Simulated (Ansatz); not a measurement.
# HgTe (Coloradoite) (F-43m) in Ansatz: a series of runs

Runs on HgTe (Coloradoite). Level: r2SCAN+D4. Tasks: single point, equation of state.

Program: Ansatz 0.2.0. These are calculated values, not measurements. Logs are shortened: lines on timing, memory, paths and dates and some standing lists are left out, and cuts for length are marked.

**Experimental background.**

A printed reference work, monograph reports, for a bulk crystal of HgTe: bulk modulus 43 GPa.

The results are compared with them further down.

### 1 The crystal as given

Symmetry: F-43m, No. 216, cubic system. The conventional cell has a = 6.429 Å, b = 6.429 Å, c = 6.429 Å, α = 90.00°, β = 90.00°, γ = 90.00°. Around Hg (site symmetry -43m) lie 4 Te at 2.78 Å. Around Te (site symmetry -43m) lie 4 Hg at 2.78 Å.

### 2 Single point, r2SCAN+D4, 31.22 Å³/atom (volume scaled by 0.94)

Contents of input.yaml:

```yaml
crystal:
  lattice:
    - [0.0, 3.1488795465, 3.1488795465]
    - [3.1488795465, 0.0, 3.1488795465]
    - [3.1488795465, 3.1488795465, 0.0]
  atoms:
    - { symbol: Hg, position: [0.0, 0.0, 0.0] }
    - { symbol: Te, position: [0.75, 0.75, 0.75] }
hamiltonian:
  xc: r2scan
  pseudopotentials: { kind: paw }
  dispersion: d4
kpoints:
  mp_grid: { grid: [7, 7, 7] }
scf:
  occupations: { method: fermi_dirac, width: 0.05 }
output:
  forces: true
  stress: true
  eigenvalues: true
```

Potentials or basis: Ansatz PAW.

Run with:

```
ansatz run input.yaml --threads 2 --pin off --max-ram 5120MiB --backend cpu --events-out ev --progress --plain --runs-dir out
```

Log:

```text
Warning: RAYON_NUM_THREADS=2 ignored (pool sized by the plan → 2); use --threads N
Engine: ansatz 0.2.0, aarch64-unknown-linux-gnu
Pseudopotentials: kind: paw
Pseudopotential: Hg, paw, valence charge 20, recommended cutoff 500 eV (meta_gga), Hg.paw.azcp
Pseudopotential: Te, paw, valence charge 16, recommended cutoff 500 eV (meta_gga), Te.paw.azcp
Functional definition: r2SCAN
  parameter k0 = 0.174
  parameter k1 = 0.065
  parameter a1 = 4.9479
  exchange = r2scan_x(k0 = k0, k1 = k1, a1 = a1)
  correlation = r2scan_c
Crystal: 2 atoms, lattice volume = 62.445 Å³
Basis set: ecut = 500 eV, 1591 PW (Γ), exchange–correlation on 144×144×144 points (64 copies of the dense FFT grid, shifted against one another)
Bands: 22, of which v1, the nominal top of the filled ones, is band 18 counted from 1 (17 counted from 0)
Symmetry: 24 space group operations
Space group: F-43m (ITA 216), of the structure as read, at distance tolerance 4.0e-5 Å
k-points: 20 of 343 (time reversal used)
Non-local potential: Hg, projectors of the file, l = 0: 3, l = 1: 2, l = 2: 2, l = 3: 1
Non-local potential: Te, projectors of the file, l = 0: 2, l = 1: 2, l = 2: 2, l = 3: 2
PAW form: soft (Blöchl's): semilocal exchange-correlation on the pseudo side does not see the compensation charge
PAW frozen core: Hg, regenerated for the run's functional (the file was generated under x = pbe(κ = 0.804, μ = 0.2195149727645171), c = pbe(β = 0.06672455060314922))
PAW frozen core: Te, regenerated for the run's functional (the file was generated under x = pbe(κ = 0.804, μ = 0.2195149727645171), c = pbe(β = 0.06672455060314922))
PAW one-centre angular grid: Hg, 590 points (default); XC on 160 Gauss nodes
PAW one-centre angular grid: Te, 590 points (default); XC on 160 Gauss nodes
Initial density: superposition of atomic densities (neutral atoms: chi_scale 0, normalization atom), corrected by the library's trained network
Initial wavefunctions: pseudopotential atomic-orbital guess
Functional: x = r2scan, c = r2scan; τ floored in thin density (d = 2e-4 eV/Å³)
SCF iter   1: F=—  HF=-20823.160196 eV  |F-HF|=—  |Δ(HF+E_count)|=         —  Δρ=6.06e-3  dr2=1.87e-2  dr2_τ=1.64e-2  ethr=1.77e-3  ⟨swp⟩=6.0  Hψ=2094  notcnv=0
preconditioner: auto → none  [insulator: Δε(μ)=0.959 eV  Ē_g=11.651 eV  σ=0.050 eV  W_gap=0.68  n_scr=14 (ndim 8)  ℏωp=19.9 eV  f_vac=0.160  D(μ)=0.08/eV (n_scr^D=0)  ε∞_Penn≈3.9]
SCF iter   2: F=—  HF=-20823.162928 eV  |F-HF|=—  |Δ(HF+E_count)|=   2.73e-3  Δρ=2.93e-3  dr2=2.83e-3  dr2_τ=1.26e-3  ethr=5.20e-5  ⟨swp⟩=2.6  Hψ=967  notcnv=0
SCF iter   3: F=—  HF=-20823.162582 eV  |F-HF|=—  |Δ(HF+E_count)|=   3.47e-4  Δρ=1.56e-3  dr2=3.73e-4  dr2_τ=7.61e-5  ethr=7.86e-6  ⟨swp⟩=2.0  Hψ=601  notcnv=0
SCF iter   4: F=—  HF=-20823.162768 eV  |F-HF|=—  |Δ(HF+E_count)|=   1.87e-4  Δρ=1.21e-4  dr2=6.64e-6  dr2_τ=1.34e-6  ethr=1.03e-6  ⟨swp⟩=2.0  Hψ=630  notcnv=0
SCF iter   5: F=—  HF=-20823.162778 eV  |F-HF|=—  |Δ(HF+E_count)|=   9.88e-6  Δρ=2.74e-5  dr2=1.94e-7  dr2_τ=2.73e-8  ethr=1.85e-8  ⟨swp⟩=2.0  Hψ=721  notcnv=0
SCF iter   6: F=-20823.162779 eV  HF=-20823.162779 eV  |F-HF|=1.01e-8  |Δ(HF+E_count)|=   2.53e-7  Δρ=7.70e-6  dr2=1.33e-8  dr2_τ=2.75e-9  ethr=2.78e-10  ⟨swp⟩=7.0  Hψ=1968  notcnv=0
SCF 1 converged in 6 iterations: F = -20823.162779 eV  dr2 = 1.33e-8
SCF converged after 6 iterations
Free energy (F): -20823.162779 eV
Harris-Foulkes:  -20823.162779 eV  (|F-HF|=1.01e-8)
Internal energy: -20823.162141 eV  (E = F + TS)
E sigma→0 (E₀):  -20823.162460 eV
Entropy (-TS):   -0.000638 eV (-0.319 meV/atom)
Fermi energy:    9.883843 eV
--- Per-component energies (eV) ---
  E_band       = -771.842652
  E_kinetic    = 786.088008
  E_local      = -4636.444936  (includes V_loc(G=0)·N_el)
  E_nonlocal   = -236.452348
  E_hartree    = 2271.103260
  E_xc         = -324.277916
  E_vxc        = -403.043723  (∫ρ·V_xc dr)
  E_paw        = -14657.795312  (= ΣΔE_a)
  E_vpaw       = -851.246719  (= ΣTr[D̂ρ^β])
  E_aug_tail   = 0.000334  (compensation charges beyond the density's cutoff)
  E_vtau       = 27.052227  (kinetic-family band-sum trace: ∫τ·v_τ [+ j·A + Jᵃ·Aᵃ] dr)
  E_ewald      = -4025.228181
  E_disp       = -0.290977  (pairwise vdW)
  E_core_change = 0.135928  (= ΣΔE_core)
  E_smearing   = -0.000638  (= −TS)
  E_closure    = -0.000000  (closes the sum)
  Σ components = -20823.162779   (vs F -20823.162779, Δ=0.00e0)
--- Forces (eV/Å), atoms counted from 1 ---
  atom   1  Hg    -0.00000000     0.00000000    -0.00000000
  atom   2  Te     0.00000000    -0.00000000    -0.00000000
  max |Σ_I F_I| component: 9.25e-17 eV/Å
--- Stress (GPa, compression-positive) ---
        6.484911       0.000000      -0.000000
       -0.000000       6.484911       0.000000
       -0.000000       0.000000       6.484911
  P = ⅓ Tr σ = 6.4849 GPa (64.849 kbar)
--- Band table (eV; the first three rows and the last of 20) ---
  k-point 0: bands = ["-107.7846", "-55.6294", "-55.6294", "-55.6294", "-27.9988", "-27.9988", "-27.9988", "-27.9837", "-27.9837", "-3.1864", "1.6757", "1.6757", "1.6757", "2.3507", "2.3507", "9.6560", "9.8458", "9.8458", "9.8458", "14.2587", "14.2587", "14.2587"]
  k-point 1: bands = ["-107.7846", "-55.6295", "-55.6295", "-55.6295", "-27.9989", "-27.9987", "-27.9987", "-27.9836", "-27.9836", "-3.0643", "1.7101", "1.7101", "1.7182", "2.3473", "2.3473", "7.8023", "9.5737", "9.5737", "10.9190", "14.2844", "14.5985", "14.5985"]
  k-point 2: bands = ["-107.7846", "-55.6296", "-55.6295", "-55.6295", "-27.9993", "-27.9986", "-27.9986", "-27.9835", "-27.9835", "-2.7720", "1.7802", "1.7802", "1.9344", "2.3520", "2.3520", "5.7321", "9.0583", "9.0583", "10.9912", "15.0652", "15.0652", "15.5969"]
  k-point 19: bands = ["-107.7846", "-55.6297", "-55.6296", "-55.6295", "-27.9995", "-27.9989", "-27.9981", "-27.9836", "-27.9831", "-2.2516", "1.9306", "2.0093", "2.2614", "2.3285", "3.0536", "3.7626", "6.4441", "7.2787", "13.0365", "14.5350", "15.9464", "16.7831"]
```

Wall time 4.3 s (2 threads of Arm Neoverse V1, shared host); peak memory 0.53 GiB.

Results:

- Free energy: -20823.1628 eV
- Pressure: 6.5 GPa
- Band gap on the k mesh: none (metal or under the smearing width)

Caveat: pairwise dispersion overbinds metals, which lowers pressure and volume; the PAW data sets come from PBE, with cores solved anew for the run's functional, which leaves a small shift of forces and pressure.

### 3 Single point, r2SCAN+D4, 31.89 Å³/atom (volume scaled by 0.96)

Changes to input.yaml since step 2:

```diff
@@ -2,5 +2,5 @@
   lattice:
-    - [0.0, 3.1488795465, 3.1488795465]
-    - [3.1488795465, 0.0, 3.1488795465]
-    - [3.1488795465, 3.1488795465, 0.0]
+    - [0.0, 3.1710554852, 3.1710554852]
+    - [3.1710554852, 0.0, 3.1710554852]
+    - [3.1710554852, 3.1710554852, 0.0]
   atoms:
```

Potentials or basis: Ansatz PAW.

Run with:

```
ansatz run input.yaml --threads 2 --pin off --max-ram 5120MiB --backend cpu --events-out ev --progress --plain --runs-dir out
```

Wall time 4.4 s (2 threads of Arm Neoverse V1, shared host); peak memory 0.53 GiB.

The run converged. Its results:

```
Free energy            : -20823.2104 eV
Pressure               : 5.0 GPa
Band gap on the k mesh : none (metal or under the smearing width)
```

Caveat: pairwise dispersion overbinds metals, which lowers pressure and volume; the PAW data sets come from PBE, with cores solved anew for the run's functional, which leaves a small shift of forces and pressure.

### 4 Single point, r2SCAN+D4, 32.55 Å³/atom (volume scaled by 0.98)

Changes to input.yaml since step 3:

```diff
@@ -2,5 +2,5 @@
   lattice:
-    - [0.0, 3.1710554852, 3.1710554852]
-    - [3.1710554852, 0.0, 3.1710554852]
-    - [3.1710554852, 3.1710554852, 0.0]
+    - [0.0, 3.1929255244, 3.1929255244]
+    - [3.1929255244, 0.0, 3.1929255244]
+    - [3.1929255244, 3.1929255244, 0.0]
   atoms:
```

Run with:

```
ansatz run input.yaml --threads 2 --pin off --max-ram 5120MiB --backend cpu --events-out ev --progress --plain --runs-dir out
```

Wall time 4.3 s (2 threads of Arm Neoverse V1, shared host); peak memory 0.53 GiB.

It converged, with:

```
Free energy            : -20823.2466 eV
Pressure               : 3.7 GPa
Band gap on the k mesh : none (metal or under the smearing width)
```

Caveat: pairwise dispersion overbinds metals, which lowers pressure and volume; the PAW data sets come from PBE, with cores solved anew for the run's functional, which leaves a small shift of forces and pressure.

### 5 Single point, r2SCAN+D4, 33.22 Å³/atom

Changes to input.yaml since step 4:

```diff
@@ -2,5 +2,5 @@
   lattice:
-    - [0.0, 3.1929255244, 3.1929255244]
-    - [3.1929255244, 0.0, 3.1929255244]
-    - [3.1929255244, 3.1929255244, 0.0]
+    - [0.0, 3.2145, 3.2145]
+    - [3.2145, 0.0, 3.2145]
+    - [3.2145, 3.2145, 0.0]
   atoms:
@@ -20 +20,5 @@
   eigenvalues: true
+  write_density: true
+  write_potential: true
+  elf: true
+  volumetric_format: npy
```

Run with:

```
ansatz run input.yaml --threads 2 --pin off --max-ram 5120MiB --backend cpu --events-out ev --progress --plain --runs-dir out
```

Wall time 5.4 s (2 threads of Arm Neoverse V1, shared host); peak memory 0.53 GiB.

It converged, with:

```yaml
Free_energy: -20823.2727 eV
Pressure: 2.6 GPa
Band_gap_on_the_k_mesh: none (metal or under the smearing width)
```

Caveat: pairwise dispersion overbinds metals, which lowers pressure and volume; the PAW data sets come from PBE, with cores solved anew for the run's functional, which leaves a small shift of forces and pressure.

### 6 Single point, r2SCAN+D4, 33.88 Å³/atom (volume scaled by 1.02)

Changes to input.yaml since step 5:

```diff
@@ -2,5 +2,5 @@
   lattice:
-    - [0.0, 3.2145, 3.2145]
-    - [3.2145, 0.0, 3.2145]
-    - [3.2145, 3.2145, 0.0]
+    - [0.0, 3.2357886999, 3.2357886999]
+    - [3.2357886999, 0.0, 3.2357886999]
+    - [3.2357886999, 3.2357886999, 0.0]
   atoms:
@@ -20,5 +20 @@
   eigenvalues: true
-  write_density: true
-  write_potential: true
-  elf: true
-  volumetric_format: npy
```

Potentials or basis: Ansatz PAW.

Run with:

```
ansatz run input.yaml --threads 2 --pin off --max-ram 5120MiB --backend cpu --events-out ev --progress --plain --runs-dir out
```

Run time: 4.2 s. Hardware: 2 threads of Arm Neoverse V1, shared host; peak memory 0.53 GiB.

The run converged. Its results:

* Free energy: -20823.2897 eV
* Pressure: 1.5 GPa
* Band gap on the k mesh: none (metal or under the smearing width)

Caveat: pairwise dispersion overbinds metals, which lowers pressure and volume; the PAW data sets come from PBE, with cores solved anew for the run's functional, which leaves a small shift of forces and pressure.

### 7 Single point, r2SCAN+D4, 34.54 Å³/atom (volume scaled by 1.04)

Changes to input.yaml since step 6:

```diff
@@ -2,5 +2,5 @@
   lattice:
-    - [0.0, 3.2357886999, 3.2357886999]
-    - [3.2357886999, 0.0, 3.2357886999]
-    - [3.2357886999, 3.2357886999, 0.0]
+    - [0.0, 3.2568009036, 3.2568009036]
+    - [3.2568009036, 0.0, 3.2568009036]
+    - [3.2568009036, 3.2568009036, 0.0]
   atoms:
```

Run with:

```
ansatz run input.yaml --threads 2 --pin off --max-ram 5120MiB --backend cpu --events-out ev --progress --plain --runs-dir out
```

Wall time 4.2 s (2 threads of Arm Neoverse V1, shared host); peak memory 0.54 GiB.

The run converged. Its results:

| Quantity | Value |
| --- | --- |
| Free energy | -20823.2986 eV |
| Pressure | 0.6 GPa |
| Band gap on the k mesh | none (metal or under the smearing width) |

Caveat: pairwise dispersion overbinds metals, which lowers pressure and volume; the PAW data sets come from PBE, with cores solved anew for the run's functional, which leaves a small shift of forces and pressure.

### 8 Single point, r2SCAN+D4, 35.21 Å³/atom (volume scaled by 1.06)

Changes to input.yaml since step 7:

```diff
@@ -2,5 +2,5 @@
   lattice:
-    - [0.0, 3.2568009036, 3.2568009036]
-    - [3.2568009036, 0.0, 3.2568009036]
-    - [3.2568009036, 3.2568009036, 0.0]
+    - [0.0, 3.2775454177, 3.2775454177]
+    - [3.2775454177, 0.0, 3.2775454177]
+    - [3.2775454177, 3.2775454177, 0.0]
   atoms:
@@ -20 +20,5 @@
   eigenvalues: true
+  write_density: true
+  write_potential: true
+  elf: true
+  volumetric_format: npy
```

Run with:

```
ansatz run input.yaml --threads 2 --pin off --max-ram 5120MiB --backend cpu --events-out ev --progress --plain --runs-dir out
```

Run time: 5.5 s. Hardware: 2 threads of Arm Neoverse V1, shared host; peak memory 0.54 GiB.

The run converged. Its results:

```
Free energy            : -20823.3004 eV
Pressure               : -0.2 GPa
Band gap on the k mesh : none (metal or under the smearing width)
```

Caveat: pairwise dispersion overbinds metals, which lowers pressure and volume; the PAW data sets come from PBE, with cores solved anew for the run's functional, which leaves a small shift of forces and pressure.

### 9 Equation of state, r2SCAN+D4

Potentials or basis: Ansatz PAW.

No new run: the results of the series are fitted here.

What came out:

| Property | Result |
| --- | --- |
| Equilibrium volume | 35.05 Å³/atom |
| Bulk modulus | 42 GPa |
| Pressure derivative of the bulk modulus | 5.0 |

Energy against volume, from the lowest point:
```csv
volume (Å³/atom),energy (meV/atom)
31.223,68.81
31.887,45.00
32.551,26.89
33.215,13.85
33.880,5.35
34.544,0.88
35.208,0.00
```

Caveat: the PAW data sets were made with another functional, which shifts forces and pressure a little.

### 10 Against experiment

Step 9. Against the measured bulk modulus of HgTe, 43 GPa (a printed reference work, monograph), the calculated 42 GPa is off by -2.4 %. The fit is for a static lattice scaled at fixed shape and fixed fractional positions.
